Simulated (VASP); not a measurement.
# Ti (P6/mmm) in VASP: notebook

One crystal, Ti, is run at these levels: PBE; tasks: single point.

Everything below comes from runs of VASP 6.6.1. Logs are shortened: lines on timing, memory, paths and dates and some standing lists are left out, and cuts for length are marked.

### Step 1. The structure

It takes space group P6/mmm (No. 191, hexagonal). The conventional cell has a = 4.567 Å, b = 4.567 Å, c = 2.826 Å, α = 90.00°, β = 90.00°, γ = 120.00°. Ti (site symmetry -6m2) has 11 Ti at 2.64 to 2.99 Å as nearest neighbours. Around Ti (site symmetry 6/mmm) lie 14 Ti at 2.83 to 2.99 Å.

This isn't the form of Ti at room conditions, which is hcp.

### Step 2. Single point, PBE

The input, INCAR:

```
SYSTEM = Ti
PREC     = Accurate       ! precision mode
ENCUT    = 500            ! plane-wave cutoff, eV
EDIFF    = 1E-6           ! SCF threshold, eV
ISMEAR   = 0              ! smearing method
SIGMA    = 0.15           ! smearing width, eV
LREAL    = .False.        ! projectors in reciprocal space
LASPH    = .True.         ! aspherical terms in the spheres
NELM     = 100            ! most SCF steps
ALGO     = Normal         ! electronic algorithm
ISIF     = 2              ! what is computed and relaxed
LWAVE    = .False.        ! write WAVECAR
LCHARG   = .False.        ! write CHGCAR
GGA      = PE             ! functional
NBANDS   = 13             ! bands
ADDGRID  = .False.
```

The input, KPOINTS:

```
Automatic mesh
0
Gamma
  5 5 7
  0 0 0
```

The input, POSCAR:

```
Ti
1.0
    4.5673748306      0.0000000000      0.0000000000
   -2.2836874153      3.9554626319      0.0000000000
    0.0000000000      0.0000000000      2.8262442700
Ti
3
Direct
    0.6666666667      0.3333333333      0.5000000000
    0.3333333333      0.6666666667      0.5000000000
    0.0000000000      0.0000000000      0.0000000000
```

Potentials or basis: VASP PAW PBE potentials, release 64 (Ti).

The run is started by

```bash
> cat potpaw_PBE.64/Ti/POTCAR > POTCAR
> mpirun -np 1 vasp_std > vasp.out
```

OUTCAR:

```text
SYSTEM = Ti
   PREC = Accurate
   ENCUT = 500
   EDIFF = 1E-6
   ISMEAR = 0
   LREAL = .False.
   LASPH = .True.
   NELM = 100
   ISIF = 2
   GGA = PE

 Found     20 irreducible k-points:

 Following reciprocal coordinates:
            Coordinates               Weight
  0.000000  0.000000  0.000000      1.000000
  0.200000  0.000000  0.000000      6.000000
  0.400000  0.000000  0.000000      6.000000
  0.200000  0.200000  0.000000      6.000000
  0.400000  0.200000  0.000000      6.000000
  0.000000  0.000000  0.142857      2.000000
   k-points           NKPTS =     20   k-points in BZ     NKDIM =     20   number of bands    NBANDS=     13
   number of dos      NEDOS =    301   number of ions     NIONS =      3
   total plane-waves  NPLWV =  31104
   dimension x,y,z NGX =    36 NGY =   36 NGZ =   24
   dimension x,y,z NGXF=    72 NGYF=   72 NGZF=   48
   ions per type =               3
   NGX,Y,Z   is equivalent  to a cutoff of  13.10, 13.10, 14.12 a.u.
   NGXF,Y,Z  is equivalent  to a cutoff of  26.21, 26.21, 28.23 a.u.
 SYSTEM =  Ti
   PREC   = accura    normal or accurate (medium, high low for compatibility)
   ISTART =      0    job   : 0-new  1-cont  2-samecut
   ICHARG =      2    charge: 1-file 2-atom 10-const
   ISPIN  =      1    spin polarized calculation?
   LNONCOLLINEAR =      F non collinear calculations
   LSORBIT =      F    spin-orbit coupling
   LASPH  =      T    aspherical Exc in radial PAW
   ENCUT  =  500.0 eV  36.75 Ry    6.06 a.u.   8.33  8.33  5.15*2*pi/ulx,y,z
   NELM   =    100;   NELMIN=  2; NELMDL= -5     # of ELM steps
   EDIFF  = 0.1E-05   stopping-criterion for ELM
   LREAL  =      F    real-space projection
   EDIFFG = 0.1E-04   stopping-criterion for IOM
   NSW    =      0    number of steps for IOM
   IBRION =     -1    ionic relax: 0-MD 1-quasi-New 2-CG
   NFREE  =      0    steps in history (QN), initial steepest desc. (CG)
   ISIF   =      2    stress and relaxation
   ISYM   =      2    0-nonsym 1-usesym 2-fastsym
   POTIM  = 0.5000    time-step for ionic-motion
   TEBEG  =    0.0;   TEEND  =   0.0 temperature during run
   PSTRESS=    0.0 pullay stress
   NELECT =      12.0000    total number of electrons
   NUPDOWN=      -1.0000    fix difference up-down
   EMIN   =  10.00;   EMAX   =-10.00  energy-range for DOS
   EFERMI =   0.00;   METHOD = LEGACY
   ISMEAR =     0;   SIGMA  =   0.15  broadening in eV -4-tet -1-fermi 0-gaus
   EFERMI_NEDOS =   21; number of points for ismear=-14 and -15
   IALGO  =     38    algorithm
   IMIX   =      4    mixing-type and parameters
     AMIX     =   0.40;   BMIX     =  1.00
     AMIX_MAG =   1.60;   BMIX_MAG =  1.00
  volume/ion in A,a.u.               =      17.02       114.85
  Fermi-wavevector in a.u.,A,eV,Ry     =   1.010285  1.909162 13.887145  1.020676
  Thomas-Fermi vector in A             =   2.143265
   LORBIT       =      0    0 simple, 1 ext, 2 COOP (PROOUT), +10 PAW based schemes
   GGA     = PE    functional components
   LHFCALC =     F    Hartree Fock is set to
   AEXX    =    0.0000 exact exchange contribution
   IVDW    =     0    specifies the selected vdW correction
   LEPSILON=     F    determine dielectric tensor
   LRPA    =     F    only Hartree local field effects (RPA)
 non-spin polarized calculation
 Gauss-broadening in eV      SIGMA  =   0.15
  energy-cutoff  :      500.00
  volume of cell :       51.06
 maximum number of plane-waves:      1313
 NGX is ok and might be reduce to    36
   NGX = 17   NGY = 17   NGZ = 11

 number of electron      12.0000000 magnetization

 Free energy of the ion-electron system (eV)
  ---------------------------------------------------
  ext. energy  EPLUGINS =         0.00000000
  ---------------------------------------------------
  free energy    TOTEN  =       -23.33280595 eV

  energy without entropy =      -23.29341057  energy(sigma->0) =      -23.31310826

 E-fermi :   3.0279     XC(G=0): -11.1539

 val. band max:        3.0137512072   @ k =   0.4000   0.0000   0.1429
 cond. band min:       3.0447548004   @ k =   0.0000   0.0000   0.0000
 fundamental gap:      0.0310035932
 Fermi energy:         3.0279191936

 k-point     1 :       0.0000    0.0000    0.0000
  band No.  band energies     occupation
      1      -2.9676      2.00000
      2       1.1200      2.00000
      3       2.3478      2.00000
      4       2.3478      2.00000
      5       2.4453      2.00000
      6       2.4453      2.00000
      7       3.0448      0.87388
      8       3.7247      0.00000
      9       4.3182      0.00000
     10       4.3182      0.00000
     11       4.8377      0.00000
     12       4.9450      0.00000
     13       4.9461      0.00000

 k-point     2 :       0.2000    0.0000    0.0000
  band No.  band energies     occupation
      1      -2.5105      2.00000
      2       1.0436      2.00000
      3       1.5699      2.00000
      4       2.1344      2.00000
      5       2.2122      2.00000
      6       3.0485      0.84593
      7       3.2881      0.01418
      8       3.7456      0.00000
      9       4.0235      0.00000
     10       4.3878      0.00000
     11       4.5339      0.00000
     12       4.6437      0.00000
     13       5.4885      0.00000

 k-point     3 :       0.4000    0.0000    0.0000
  band No.  band energies     occupation
      1      -1.2804      2.00000
      2       0.2643      2.00000
      3       0.5888      2.00000
      4       2.3549      2.00000
      5       2.4955      2.00000
      6       2.9932      1.25677
      7       3.2991      0.01056
      8       3.6147      0.00000
      9       3.9729      0.00000
     10       4.1041      0.00000
     11       4.7081      0.00000
     12       5.3812      0.00000
     13       5.3961      0.00000

 k-point     4 :       0.2000    0.2000    0.0000
  band No.  band energies     occupation
      1      -1.6759      2.00000
      2       0.5663      2.00000
      3       0.8474      2.00000
      4       2.1781      2.00000
      5       2.7069      1.99752
      6       2.9945      1.24700
      7       3.5070      0.00001
      8       3.5706      0.00000
      9       3.5813      0.00000
     10       4.3541      0.00000
     11       4.3711      0.00000
     12       5.1217      0.00000
     13       5.5853      0.00000

 k-point     5 :       0.4000    0.2000    0.0000
  band No.  band energies     occupation
      1      -0.4547      2.00000
      2      -0.2894      2.00000
      3       0.3256      2.00000
      4       2.6908      1.99852
      5       2.7313      1.99483
      6       2.8806      1.83524
      7       3.2481      0.03790
      8       3.3204      0.00583
      9       3.7417      0.00000
     10       4.2598      0.00000
     11       4.7655      0.00000
     12       4.8484      0.00000
     13       5.6711      0.00000

 k-point     6 :       0.0000    0.0000    0.1429
  band No.  band energies     occupation
      1      -2.5133      2.00000
      2       1.4532      2.00000
      3       2.0632      2.00000
      4       2.0632      2.00000
      5       2.2372      2.00000
      6       2.2372      2.00000
      7       3.6380      0.00000
      8       4.1140      0.00000
      9       4.2209      0.00000
     10       4.2209      0.00000
     11       4.7621      0.00000
     12       4.7621      0.00000
     13       5.2124      0.00000

 [... further k-points ...]
[... 5 lines left out ...]
  --------------------------------------------------------------------------------------
  -------------------------------------------------------------------------------------
  Total       -0.3935574     -0.3935574     -0.2385484      0.0000000      0.0000000      0.0000000
  in kB      -12.3493767    -12.3493767     -7.4853745      0.0000000      0.0000000      0.0000000
  external PRESSURE =     -10.7280427 kB  Pullay stress =       0.0000000 kB

 VOLUME and BASIS-vectors are now :
 -----------------------------------------------------------------------------
  energy-cutoff  :      500.00
  volume of cell :       51.06
      direct lattice vectors                 reciprocal lattice vectors
     4.567374831  0.000000000  0.000000000     0.218944150  0.126407464  0.000000000
    -2.283687415  3.955462632  0.000000000     0.000000000  0.252814928  0.000000000
     0.000000000  0.000000000  2.826244270     0.000000000  0.000000000  0.353826458

 POSITION                                       TOTAL-FORCE (eV/Angst)
 -----------------------------------------------------------------------------------
      2.28369      1.31849      1.41312        -0.000000      0.000000     -0.000000
     -0.00000      2.63698      1.41312         0.000000      0.000000      0.000000
      0.00000      0.00000      0.00000         0.000000      0.000000     -0.000000
 -----------------------------------------------------------------------------------
    total drift:                                0.000000      0.000000     -0.000000

  FREE ENERGIE OF THE ION-ELECTRON SYSTEM (eV)
  ---------------------------------------------------
  free  energy   TOTEN  =       -23.3328059506 eV

  energy  without entropy=      -23.2934105734  energy(sigma->0) =      -23.31310826
```

It took 16 s on 1 thread of Intel Xeon Platinum 8488C (Sapphire Rapids), shared host; peak memory 0.17 GiB.

These settings aren't checked as converged: the numbers below hold their error.

Results:

| Item | Value |
| --- | --- |
| Free energy | -23.3328 eV |
| Pressure | -1.1 GPa |
| Band gap on the k mesh | none (metal or under the smearing width) |

### Step 3. Single point, PBE

INCAR is that of step 2.

KPOINTS is that of step 2.

The input, POSCAR:

```
Ti
1.0
    4.5673748306      0.0000000000      0.0000000000
   -2.2836874153      3.9554626319      0.0000000000
    0.0000000000      0.0000000000      2.8262442700
Ti
3
Direct
    0.6535550000      0.3369470000      0.4982190000
    0.3492570000      0.6782810000      0.5288300000
    0.0014220000     -0.0021490000     -0.0037100000
```

Potentials or basis: VASP PAW PBE potentials, release 64 (Ti).

The run is started by

```bash
> cat potpaw_PBE.64/Ti/POTCAR > POTCAR
> mpirun -np 1 vasp_std > vasp.out
```

It took 60 s on 1 thread of Intel Xeon Platinum 8488C (Sapphire Rapids), shared host; peak memory 0.2 GiB.

These settings aren't checked as converged: the numbers below hold their error.

Results:

- Free energy: -23.3038 eV
- Pressure: -0.8 GPa
- Largest force: 0.350 eV/Å
- Band gap on the k mesh: none (metal or under the smearing width)

### Step 4. Single point, PBE

INCAR, as its differences from that of step 3:

```diff
@@ -2,3 +2,3 @@
 PREC     = Accurate       ! precision mode
-ENCUT    = 500            ! plane-wave cutoff, eV
+ENCUT    = 400            ! plane-wave cutoff, eV
 EDIFF    = 1E-6           ! SCF threshold, eV
```

The input, KPOINTS:

```
Automatic mesh
0
Gamma
  6 6 8
  0 0 0
```

The input, POSCAR:

```
Ti
1.0
    4.5673748306      0.0000000000      0.0000000000
   -2.2836874153      3.9554626319      0.0000000000
    0.0000000000      0.0000000000      2.8262442700
Ti
3
Direct
    0.6666666667      0.3333333333      0.5000000000
    0.3333333333      0.6666666667      0.5000000000
    0.0000000000      0.0000000000      0.0000000000
```

The run is started by

```bash
> cat potpaw_PBE.64/Ti/POTCAR > POTCAR
> mpirun -np 1 vasp_std > vasp.out
```

It took 14 s on 1 thread of Intel Xeon Platinum 8488C (Sapphire Rapids), shared host; peak memory 0.14 GiB.

These settings aren't checked as converged: the numbers below hold their error.

What came out:

```
Free energy            : -23.3358 eV
Pressure               : -1.0 GPa
Band gap on the k mesh : none (metal or under the smearing width)
```

### Step 5. Single point, PBE

INCAR is that of step 4.

KPOINTS is that of step 4.

The input, POSCAR:

```
Ti
1.0
    4.5673748306      0.0000000000      0.0000000000
   -2.2836874153      3.9554626319      0.0000000000
    0.0000000000      0.0000000000      2.8262442700
Ti
3
Direct
    0.6535550000      0.3369470000      0.4982190000
    0.3492570000      0.6782810000      0.5288300000
    0.0014220000     -0.0021490000     -0.0037100000
```

The run is started by

```bash
> cat potpaw_PBE.64/Ti/POTCAR > POTCAR
> mpirun -np 1 vasp_std > vasp.out
```

Wall time 52 s (1 thread of Intel Xeon Platinum 8488C (Sapphire Rapids), shared host); peak memory 0.18 GiB.

These settings aren't checked as converged: the numbers below hold their error.

What came out:

| Property | Result |
| --- | --- |
| Free energy | -23.3061 eV |
| Pressure | -0.8 GPa |
| Largest force | 0.364 eV/Å |
| Band gap on the k mesh | none (metal or under the smearing width) |
